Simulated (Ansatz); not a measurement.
# NbAs (I4_1md) in Ansatz: a series of runs, part 2 of 2

Ansatz 0.2.0.

## Step 4: Single point, PBE0 form with a typed share of exact exchange

Contents of input.yaml:

```yaml
crystal:
  lattice:
    - [-1.72585, 1.72585, 5.84]
    - [1.72585, -1.72585, 5.84]
    - [1.72585, 1.72585, -5.84]
  atoms:
    - { symbol: Nb, position: [0.5, 0.0, 0.5] }
    - { symbol: Nb, position: [0.75, 0.75, 0.0] }
    - { symbol: As, position: [0.916, 0.416, 0.5] }
    - { symbol: As, position: [0.166, 0.166, 0.0] }
hamiltonian:
  xc: { exchange: pbe, correlation: pbe, exx: { coeff: 0.15 } }
  pseudopotentials: { kind: paw }
kpoints:
  mp_grid: { grid: [6, 6, 6] }
scf:
  occupations: { method: fermi_dirac, width: 0.05 }
output:
  forces: true
  stress: true
  eigenvalues: true
  write_density: true
  write_potential: true
  elf: true
  volumetric_format: npy
```

Potentials or basis: Ansatz PAW.

The run is started by

```
> ansatz run input.yaml --threads 2 --pin off --max-ram 5632MiB --backend cpu --events-out ev --progress --plain --runs-dir out
```

The log of the run:

```text
Warning: output.stress: scf.convergence.dr2_threshold = 1e-7 eV (the SCF's general default) is looser than the 4e-10 eV advised for a printed stress (1e-10 eV for each atom of the cell: 4). What an SCF threshold leaves in a stress goes as its square root, and in the free energy as the threshold itself, and one threshold admits the most on a small cell: of the crystals measured, under no hybrid functional and no lock of the moments, on runs that ended without the residual-converged pass, on stresses that held no estimate of that error, the worst erred by over 100 MPa in a component at 1e-7 eV an atom and by under 5 at 1e-10. Set scf.convergence.dr2_threshold to 4e-10 eV or tighter. The threshold is an SCF's pass mark: one that does not reach it within its budget of iterations ends unconverged, or closes short of it on a stop that the run arms, and scf.convergence.dr2_threshold's page says what that costs each kind of run
Warning: output.stress: scf.exx.energy_threshold = 1e-6 eV is looser than the 4e-8 eV advised for a stress under a hybrid functional (1e-8 eV for each atom of the cell: 4). Every SCF of the exchange loop can meet its threshold on dr2 while the loop round them stops early: no threshold on dr2 bounds what that leaves in the stress. Set scf.exx.energy_threshold to 4e-8 eV or tighter. The threshold is the loop's pass mark: a loop that does not reach it within its budget of cycles ends unconverged, and scf.exx.energy_threshold's page has the law
Warning: RAYON_NUM_THREADS=2 ignored (pool sized by the plan → 2); use --threads N
basis.fft_grid_basis auto: the FFT boxes are laid along the combinations [[1, -1, 0], [0, 1, 0], [1, 0, 1]] of the cell's own vectors, 4.881, 6.330 and 3.452 Å long. The dense box has 36×45×24 points. Along the cell's own vectors, as sized, it would have 45×45×45, 2.34 times as many. Of the 8 symmetry operations that the crystal satisfies within crystal.symmetry.tolerance (time reversal apart; of a slab, those that keep its plane) the dense box along the cell's own vectors carries 8, and the one as laid loses 7 of those. basis.fft_grid_basis: typed keeps the cell's own vectors: state it where this run's energies or levels are differenced outside the engine with another run's, or held beside a run that keeps those vectors. Those combinations have planes normal to reciprocal vector 3, as the cell's own vectors have. Each planar average written beside output.write_density, output.write_potential has a row for each plane of the box: 24. The volumetric files lie along those combinations, not along the cell's own vectors: a cube or XSF file states them, and fields.json those of NumPy files.
Engine: ansatz 0.2.0, aarch64-unknown-linux-gnu
Pseudopotentials: kind: paw
Pseudopotential: Nb, paw, valence charge 13, recommended cutoff 420 eV (normal), Nb.paw.azcp
Pseudopotential: As, paw, valence charge 15, recommended cutoff 420 eV (normal), As.paw.azcp
Functional definition: unnamed
  parameter a_1 = 0.15
  exchange = (1 - a_1)*pbe_x + a_1*exact_x
  correlation = pbe_c
Crystal: 4 atoms, lattice volume = 69.579 Å³
Basis set: ecut = 420 eV, 1371 PW (Γ), FFT grids on a1−a2, a2, a1+a3, exchange–correlation on 72×90×48 points (8 copies of the dense FFT grid, shifted against one another)
[... 67 lines left out ...]
  E_hartree    = 2142.088870
  E_xc         = -441.989137
  E_vxc        = -507.571566  (∫ρ·V_xc dr)
  E_exx        = -131.079485  (= α·E_x^exact, valence–valence)
  E_paw        = -9758.537088  (= ΣΔE_a)
  E_vpaw       = 336.212795  (= ΣTr[D̂ρ^β])
  E_aug_tail   = 0.000027  (compensation charges beyond the density's cutoff)
  E_ewald      = -6200.251917
  E_core_change = -1.437232  (= ΣΔE_core)
  E_smearing   = -0.002663  (= −TS)
  E_closure    = 0.000000  (closes the sum)
  Σ components = -18823.120321   (vs F -18823.120321, Δ=0.00e0)
--- Forces (eV/Å), atoms counted from 1 ---
  atom   1  Nb     0.00000000     0.00000000    -0.31483331
  atom   2  Nb    -0.00000000    -0.00000000    -0.31483331
  atom   3  As     0.00000000    -0.00000000     0.31482776
  atom   4  As    -0.00000000     0.00000000     0.31482776
  max |Σ_I F_I| component: 1.11e-5 eV/Å
--- Stress (GPa, compression-positive) ---
       -0.320363       0.000000      -0.000000
        0.000000      -0.320363      -0.000000
       -0.000000       0.000000       2.044478
  P = ⅓ Tr σ = 0.4679 GPa (4.679 kbar)
--- Band table (eV; the first three rows and the last of 30) ---
  k-point 0: bands = ["-41.5309", "-41.4984", "-21.7036", "-21.7036", "-21.6905", "-21.6870", "-21.6842", "-21.6826", "-21.6802", "-21.6783", "-21.6783", "-21.6767", "-16.9275", "-16.7837", "-16.7837", "-16.6261", "-16.6261", "-16.5684", "1.8313", "4.3037", "9.2396", "12.9127", "13.5648", "13.5648", "13.7608", "14.1453", "14.4957", "14.4957", "17.3444", "17.9780", "19.1444", "19.7765", "19.7765", "20.4636"]
  k-point 1: bands = ["-41.5218", "-41.4940", "-21.7058", "-21.7017", "-21.6887", "-21.6885", "-21.6865", "-21.6856", "-21.6785", "-21.6779", "-21.6753", "-21.6743", "-16.9005", "-16.8398", "-16.8232", "-16.6827", "-16.6659", "-16.5668", "2.5185", "4.4740", "9.7583", "11.7217", "12.4765", "12.8529", "13.1163", "14.2338", "15.0219", "15.2065", "16.8067", "16.8683", "18.8534", "19.3719", "20.4511", "20.5548"]
  k-point 2: bands = ["-41.5025", "-41.4866", "-21.7099", "-21.7035", "-21.6922", "-21.6899", "-21.6850", "-21.6838", "-21.6781", "-21.6779", "-21.6691", "-21.6686", "-16.9534", "-16.9443", "-16.7944", "-16.7757", "-16.7234", "-16.5896", "3.8336", "4.5796", "10.2451", "10.3205", "11.5987", "12.2146", "12.2476", "13.3349", "15.0511", "15.3199", "17.4710", "18.4902", "18.5929", "19.9017", "20.3156", "21.0829"]
  k-point 29: bands = ["-41.5147", "-41.5147", "-21.7054", "-21.7054", "-21.6878", "-21.6878", "-21.6834", "-21.6834", "-21.6794", "-21.6794", "-21.6763", "-21.6763", "-16.7943", "-16.7943", "-16.7506", "-16.7506", "-16.6158", "-16.6158", "2.8393", "2.8393", "11.6330", "11.6330", "13.0711", "13.0711", "13.2474", "13.2474", "15.4260", "15.4260", "17.6394", "17.6394", "18.6662", "18.6662", "19.9886", "19.9886"]
```

rho_z.tsv:

```text
# z_ang	rho[e/angstrom^3]
# format = ansatz-planar-average/11
# lattice	-1.725850000	1.725850000	5.840000000
# lattice	1.725850000	-1.725850000	5.840000000
# lattice	1.725850000	1.725850000	-5.840000000
# sites	4
# site	41	0.000000000	1.725850000	0.000000000
# site	41	0.000000000	0.000000000	8.760000000
# site	33	-0.000000000	1.725850000	4.858880000
# site	33	0.000000000	0.000000000	1.938880000
0.000000	1.067487e0
0.263730	1.028222e0
0.527459	9.251683e-1
0.791189	7.940923e-1
1.054919	6.737646e-1
1.318648	5.922029e-1
[... 16 lines left out ...]
5.802052	9.251683e-1
6.065782	1.028222e0
```

v_z.tsv:

```text
# z_ang	v_es[eV]	v_tot[eV]
# format = ansatz-planar-average/11
# xc	{"exchange":"pbe","correlation":"pbe","exx":{"coeff":0.15,"omega":null}}
# density_cutoff_ev	1680
# datasets	Nb=:simpson_from_first_knot:soft:fock:shift=0	As=:simpson_from_first_knot:soft:fock:shift=0
# lattice	-1.725850000	1.725850000	5.840000000
# lattice	1.725850000	-1.725850000	5.840000000
# lattice	1.725850000	1.725850000	-5.840000000
# sites	4
# site	41	0.000000000	1.725850000	0.000000000
# site	41	0.000000000	0.000000000	8.760000000
# site	33	-0.000000000	1.725850000	4.858880000
# site	33	0.000000000	0.000000000	1.938880000
0.000000	9.053800e0	-1.359881e0
0.263730	9.032687e0	-1.365652e0
0.527459	8.939354e0	-1.427253e0
0.791189	8.738429e0	-1.598729e0
1.054919	8.466048e0	-1.844127e0
1.318648	8.228099e0	-2.057107e0
[... 16 lines left out ...]
5.802052	8.939354e0	-1.427253e0
6.065782	9.032687e0	-1.365652e0
```

Wall time 2 min (2 threads of Arm Neoverse V2, shared host); peak memory 3.3 GiB.

Results:

```
Free energy            : -18823.1203 eV
Pressure               : 0.5 GPa
Largest force          : 0.315 eV/Å
Band gap on the k mesh : 0.27 eV, indirect (least direct gap 0.28 eV)
```

Forces on the atoms (eV/Å):
```
Nb   0.000  0.000 -0.315
Nb   0.000  0.000 -0.315
As   0.000  0.000  0.315
As   0.000  0.000  0.315
```

Stress tensor (GPa, compression positive):
```
-0.32  0.00  0.00
 0.00 -0.32  0.00
 0.00  0.00  2.04
```

Levels at points of the mesh, in eV from the valence-band top:
| k point | band 26 | band 27 | band 28 | band 29 | band 30 | band 31 |
| --- | --- | --- | --- | --- | --- | --- |
| (0.00, 0.00, 0.00) | -1.99 | -1.64 | -1.64 | 1.21 | 1.84 | 3.01 |
| (0.00, 0.00, -0.50) | -3.22 | -0.90 | -0.90 | 3.11 | 3.11 | 3.35 |
| (0.00, -0.50, 0.00) | -2.22 | -1.68 | -0.10 | 0.39 | 1.68 | 2.79 |
| (-0.50, -0.50, -0.50) | -2.89 | -0.71 | -0.71 | 1.51 | 1.51 | 2.53 |

Caveat: the k mesh is coarse (spacing up to 0.43 Å⁻¹), so the values aren't converged, least of all with exact exchange; the PAW data sets come from PBE, with cores solved anew for the run's functional, which leaves a small shift of forces and pressure; the thresholds are loose for stress. A k mesh can miss the band edges.

## Step 5: Single point, PBE0

input.yaml, as its differences from that of step 4:

```diff
@@ -11,3 +11,3 @@
 hamiltonian:
-  xc: { exchange: pbe, correlation: pbe, exx: { coeff: 0.15 } }
+  xc: { exchange: pbe, correlation: pbe, exx: { coeff: 0.25 } }
   pseudopotentials: { kind: paw }
@@ -21,5 +21 @@
   eigenvalues: true
-  write_density: true
-  write_potential: true
-  elf: true
-  volumetric_format: npy
```

The run is started by

```
> ansatz run input.yaml --threads 2 --pin off --max-ram 5632MiB --backend cpu --events-out ev --progress --plain --runs-dir out
```

Wall time 2.7 min (2 threads of Arm Neoverse V2, shared host); peak memory 3.1 GiB.

The run converged. Its results:

| Property | Result |
| --- | --- |
| Free energy | -18825.5629 eV |
| Pressure | -1.4 GPa |
| Largest force | 0.316 eV/Å |
| Band gap on the k mesh | 0.44 eV, indirect (least direct gap 0.56 eV) |

Forces on the atoms (eV/Å):
```
Nb   0.000  0.000 -0.316
Nb   0.000  0.000 -0.316
As   0.000  0.000  0.316
As   0.000  0.000  0.316
```

Stress tensor (GPa, compression positive):
```
-2.35  0.00  0.00
 0.00 -2.35  0.00
 0.00  0.00  0.36
```

Levels at points of the mesh, in eV from the valence-band top:
| k point | band 24 | band 25 | band 26 | band 27 | band 28 | band 29 | band 30 | band 31 | band 32 | band 33 |
| --- | --- | --- | --- | --- | --- | --- | --- | --- | --- | --- |
| (0.00, 0.00, 0.00) | -2.86 | -2.67 | -2.28 | -1.89 | -1.89 | 1.47 | 2.14 | 3.33 | 3.99 | 3.99 |
| (0.00, 0.00, -0.50) | -5.67 | -3.59 | -3.59 | -1.19 | -1.19 | 3.51 | 3.51 | 3.71 | 3.71 | 4.67 |
| (0.00, -0.50, 0.00) | -3.92 | -2.85 | -2.54 | -1.94 | -0.21 | 0.56 | 1.96 | 3.16 | 3.23 | 3.89 |
| (-0.50, -0.50, -0.50) | -3.39 | -3.21 | -3.21 | -0.93 | -0.93 | 1.78 | 1.78 | 2.88 | 2.88 | 4.23 |

Caveat: the k mesh is coarse (spacing up to 0.43 Å⁻¹), so the values aren't converged, least of all with exact exchange; the PAW data sets come from PBE, with cores solved anew for the run's functional, which leaves a small shift of forces and pressure; the thresholds are loose for stress. A k mesh can miss the band edges.

## Step 6: Single point, PBE0 form with a typed share of exact exchange

input.yaml, as its differences from that of step 5:

```diff
@@ -11,3 +11,3 @@
 hamiltonian:
-  xc: { exchange: pbe, correlation: pbe, exx: { coeff: 0.25 } }
+  xc: { exchange: pbe, correlation: pbe, exx: { coeff: 0.35 } }
   pseudopotentials: { kind: paw }
```

Potentials or basis: Ansatz PAW.

The run is started by

```
> ansatz run input.yaml --threads 2 --pin off --max-ram 5632MiB --backend cpu --events-out ev --progress --plain --runs-dir out
```

Wall time 2.9 min (2 threads of Arm Neoverse V2, shared host); peak memory 3.1 GiB.

It converged, with:

```yaml
Free_energy: -18828.0545 eV
Pressure: -3.3 GPa
Largest_force: 0.314 eV/Å
Band_gap_on_the_k_mesh: 0.60 eV, indirect (least direct gap 0.68 eV)
```

Forces in eV/Å, atoms in the order of the input:
```
Nb   0.000  0.000 -0.314
Nb   0.000  0.000 -0.314
As   0.000  0.000  0.314
As   0.000  0.000  0.314
```

Stress tensor (GPa, compression positive):
```
-4.28  0.00  0.00
 0.00 -4.28  0.00
 0.00  0.00 -1.34
```

Levels at points of the mesh, in eV from the valence-band top:
```tsv
k point	band 24	band 25	band 26	band 27	band 28	band 29	band 30	band 31	band 32	band 33
(0.00, 0.00, 0.00)	-3.17	-2.98	-2.58	-2.16	-2.16	1.73	2.44	3.64	4.33	4.33
(0.00, 0.00, -0.50)	-6.14	-3.97	-3.97	-1.49	-1.49	3.91	3.91	4.08	4.08	5.07
(0.00, -0.50, 0.00)	-4.29	-3.17	-2.88	-2.20	-0.34	0.73	2.24	3.51	3.57	4.28
(-0.50, -0.50, -0.50)	-3.73	-3.54	-3.54	-1.17	-1.17	2.06	2.06	3.23	3.23	4.61
```

Caveat: the k mesh is coarse (spacing up to 0.43 Å⁻¹), so the values aren't converged, least of all with exact exchange; the PAW data sets come from PBE, with cores solved anew for the run's functional, which leaves a small shift of forces and pressure; the thresholds are loose for stress.

## Step 7: Overview

```csv
level,share of exact exchange,gap on the mesh (eV),pressure (GPa),largest force (eV/Å)
PBE0 form with a typed share of exact exchange,0,-,3.4,0.29
PBE0 form with a typed share of exact exchange,0.1,0.09,1.4,0.30
PBE0 form with a typed share of exact exchange,0.15,0.27,0.5,0.31
PBE0,0.25,0.44,-1.4,0.32
PBE0 form with a typed share of exact exchange,0.35,0.60,-3.3,0.31
```

Alike in all rows: task single point; potentials or basis Ansatz PAW; no spin polarisation; cell as given; k mesh 6 × 6 × 6; cutoff (eV) 420; smearing fermi-dirac 0.05 eV; the mesh is coarse, so values aren't converged.

Caveats: all runs use coarse meshes; the PAW data sets come from PBE, with cores solved anew for the run's functional, which leaves a small shift of forces and pressure (some runs); the thresholds are loose for stress (some runs); the PAW data sets were made with another functional, which shifts forces and pressure a little (some runs).

Absolute energies hang on the potentials; compare differences alone.
